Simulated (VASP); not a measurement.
A run of VASP 6.6.1 is set up as follows.

File INCAR:

```
PREC = Accurate ; ENCUT = 520
EDIFF = 1E-7 ; ISMEAR = -1
SIGMA = 0.05 ; LREAL = False
LASPH = True ; NELM = 80
ALGO = Fast ; ISIF = 2
LWAVE = False ; LCHARG = False
GGA = PS
```

Contents of KPOINTS:

```
regular mesh
0
Gamma
  16 16 4
```

The input POSCAR:

```
C
1.0
    2.4610000000      0.0000000000      0.0000000000
   -1.2305000000      2.1312885187      0.0000000000
    0.0000000000      0.0000000000      7.3788000000
C
4
Direct
    0.0000000000      0.0000000000      0.2500000000
    0.3333333333      0.6666666667      0.2500000000
    0.0000000000      0.0000000000      0.7500000000
    0.6666666667      0.3333333333      0.7500000000
```

Potentials or basis: VASP PAW PBE potentials, release 64 (C).

Launch:

```bash
$ cat potpaw_PBE.64/C/POTCAR > POTCAR
$ mpirun -np 1 vasp_std > vasp.out
```

(1) What does it give for the pressure?

(2) Predict the band gap on the k mesh.

Results:

(1) -0.1 GPa.

(2) 0.82 eV, direct.

Caveat: the PAW data sets were made with another functional, which shifts forces and pressure a little; this functional lacks dispersion, which binds the layers, so the pressure and a relaxed spacing across them are unreliable.
